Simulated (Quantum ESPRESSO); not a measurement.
**As in Quantum ESPRESSO: the effect of functional**

The system is As.

```xyz
2
Lattice="1.8808 1.0859 3.5141 -1.8808 1.0859 3.5141 0.0000 -2.1718 3.5141" Properties=species:S:1:pos:R:3 pbc="T T T"
As    0.0000    0.0000    2.3825
As    0.0000    0.0000    8.1597
```

Alike in all runs:

- Program: Quantum ESPRESSO 7.5
- Task: phonons
- k mesh: 6 × 6 × 6
- Occupations: cold, width 0.2 eV
- Spin: no spin polarisation

Each run relaxes the cell or the atoms first.

Q: One run gave: relaxed volume 23.07 Å³/atom. Which functional did it use?
A. revPBE
B. LDA
C. PBEsol
D. PBE
E. vdW-DF-cx

A: A.

| functional | potentials or basis | cutoff | relaxed volume (Å³/atom) |
| --- | --- | --- | --- |
| LDA | PseudoDojo 0.4.1 SR LDA standard | 1088 eV | 20.51 |
| PBE | PseudoDojo 0.4.1 SR PBE standard | 1143 eV | 22.42 |
| PBEsol | PseudoDojo 0.4.1 SR PBEsol standard | 1143 eV | 21.02 |
| RPBE | PseudoDojo 0.4.1 SR PBE standard | 1143 eV | 23.33 |
| AM05 | PseudoDojo 0.4.1 SR PBE standard | 1143 eV | 21.06 |
| revPBE | PseudoDojo 0.4.1 SR PBE standard | 1143 eV | 23.07 |
| vdW-DF-cx | PseudoDojo 0.4.1 SR PBE standard | 1143 eV | 21.27 |

Caveats: the mesh is thin for the phonons of a metal; the layers were relaxed without a dispersion term, so their spacing and the soft interlayer modes are unreliable (some runs); the potentials were made for another functional, which shifts forces and pressure (some runs).
